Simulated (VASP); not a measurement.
A run of VASP 6.6.1 is set up as follows.

INCAR

```
SYSTEM = C
PREC = Accurate
ENCUT = 520
EDIFF = 1E-7
ISMEAR = -1
SIGMA = 0.05
LREAL = .False.
LASPH = .True.
NELM = 80
ALGO = Normal
ISIF = 2
LWAVE = .False.
LCHARG = .False.
LDIPOL = .True.
IDIPOL = 3
DIPOL = 0.5 0.5 0.500
GGA = PE
IVDW = 202
IBRION = 2
NSW = 60
EDIFFG = -0.02
```

File KPOINTS:

```
Automatic mesh
0
Gamma
  9 9 1
  0 0 0
```

POSCAR

```
C
1.0
    2.4699988104      0.0000000000      0.0000000000
   -1.2349994052      2.1390817171      0.0000000000
    0.0000000000      0.0000000000     21.8239500000
C
6
Selective dynamics
Direct
    0.0000000000      0.0000000000      0.3436591451  F F F
    0.3333333333      0.6666666666      0.3452147755  F F F
    0.0000000000      0.0000000000      0.4992221848  T T T
    0.6666666667      0.3333333334      0.5007778152  T T T
    0.0000000000      0.0000000000      0.6547852245  T T T
    0.3333333333      0.6666666666      0.6563408549  T T T
```

Potentials or basis: VASP PAW PBE potentials, release 64 (C).

Command:

```bash
$ cat potpaw_PBE.64/C/POTCAR > POTCAR
$ mpirun -np 1 vasp_std > vasp.out
```

Q: What does it give for the energy gained by relaxing?

A: 3.1 meV/atom.

Q: Estimate the dispersion energy per atom.

A: -0.121 eV.

Step by step:
```tsv
step	energy change (eV)	largest force (eV/Å)	pressure (GPa)
1	0.0000	0.5860	-1.02
2	-0.0117	0.5846	-1.01
3	-0.0189	0.5851	-1.00
```
